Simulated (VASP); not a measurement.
# C: single point with PBE+D3(BJ)

Crystal: C.

```xyz
2
Lattice="2.4647 0.0000 0.0000 -1.2324 2.1345 0.0000 0.0000 0.0000 3.5745" Properties=species:S:1:pos:R:3 pbc="T T T"
C     0.0000    1.4230    0.0000
C     1.2324    0.7115    0.0000
```

This is a stacking variant of graphite.

| Quantity | Value |
| --- | --- |
| Program | VASP 6.6.1 |
| Task | single point |
| Functional | PBE |
| Dispersion | D3(BJ) |
| Potentials or basis | VASP PAW PBE potentials, release 64 (C) |
| Cutoff | 520 eV |
| k mesh | 21 × 21 × 12 |
| Occupations | gaussian, width 0.1 eV |
| Spin | no spin polarisation |
| Dipole correction | no |
| Further INCAR settings | ALGO = Normal; EDIFF = 1e-06; NBANDS = 11 |

- Pressure: 0.4 GPa
- Band gap on the k mesh: none (metal or under the smearing width)
- Dispersion energy per atom: -0.145 eV

Stress tensor (GPa, compression positive):
```
 0.65  0.00  0.00
 0.00  0.65  0.00
 0.00  0.00 -0.10
```

Levels at points of the mesh, in eV from the Fermi level:
```
           k point  band 1  band 2  band 3  band 4  band 5  band 6  band 7  band 8  band 9
(0.00, 0.00, 0.00)  -19.60   -6.87   -3.03   -3.03    3.83    8.31    8.31   11.59   12.42
(0.00, 0.00, 0.50)  -19.42   -8.28   -3.01   -3.01    8.37    8.37    9.17   11.34   12.67
```

Wall time 19 s on 1 thread of Intel(R) Xeon(R) 6975P-C (Granite Rapids), with other jobs on the host, peak memory 0.17 GiB.
